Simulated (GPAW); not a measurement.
Runs of GPAW 26.7.0 on MnO. It takes space group Fm-3m (No. 225, cubic). The conventional cell has a = 4.444 Å, b = 4.444 Å, c = 4.444 Å, α = 90.00°, β = 90.00°, γ = 90.00°. Mn (site symmetry m-3m) is surrounded by 6 O at 2.22 Å. Around O (site symmetry m-3m) lie 6 Mn at 2.22 Å. 

| task | level | potentials or basis | spin | U | k mesh | cutoff (eV) | smearing | maxiter | convergence | mesh quality | gap on the mesh (eV) | pressure (GPa) | moment (μB) |
| --- | --- | --- | --- | --- | --- | --- | --- | --- | --- | --- | --- | --- | --- |
| electron localisation function | PBE | GPAW PAW data sets (gpaw-data 1.2.1), pw | collinear, ferromagnetic start | - | 5 × 5 × 5 | 680 | fermi-dirac 0.01 eV | 150 | - | coarse | none | (a) | 4.90 |
| single point | r2SCAN+U | GPAW PAW data sets (gpaw-data 1.2.1), pw | collinear, zero start | Mn d U = 5 eV | 7 × 7 × 7 | 800 | gaussian 0.05 eV | 150 | - | not flagged | none | -25.9 | 0.00 |
| single point | r2SCAN+U | GPAW PAW data sets (gpaw-data 1.2.1), pw | collinear, ferromagnetic start | Mn d U = 6 eV | 7 × 7 × 7 | 800 | gaussian 0.05 eV | 150 | - | not flagged | 1.40 | 8.1 | 5.00 |
| single point | LDA | the program's PAW data sets (release 1.2.1) made for this functional, pw | collinear, ferromagnetic start | - | 8 × 8 × 8 | 600 | fermi-dirac 0.05 eV | 120 | default | not flagged | none | (b) | 4.61 |
| single point | r2SCAN+U | GPAW PAW data sets (gpaw-data 1.2.1), pw | collinear, ferromagnetic start | Mn d U = 8 eV | 7 × 7 × 7 | 800 | fermi-dirac 0.05 eV | 150 | - | not flagged | 1.76 | 9.2 | 5.00 |

Alike in all rows: cell as given.

Estimate the missing entries.

(a) 3.6; (b) -18.5.

Caveats: some runs use coarse meshes; a cell with one magnetic atom can't hold antiferromagnetic order, which such compounds often take (some runs); the PAW data sets were made with another functional, which shifts forces and pressure a little (some runs); the cutoff is short for stress and forces, so pressures can be off by a GPa or more (some runs); semilocal functionals often make such compounds metallic where correlation or magnetic order opens a gap, which also shifts bond lengths (some runs); an odd mesh through Γ misses points on the zone boundary, where band edges often lie (some runs); the run has no moments, though such compounds are often magnetic (some runs); a magnetic state may lie lower (some runs).

A gap of «none» marks a metal or a gap under the smearing width.

Not every run made on this cell is shown here.
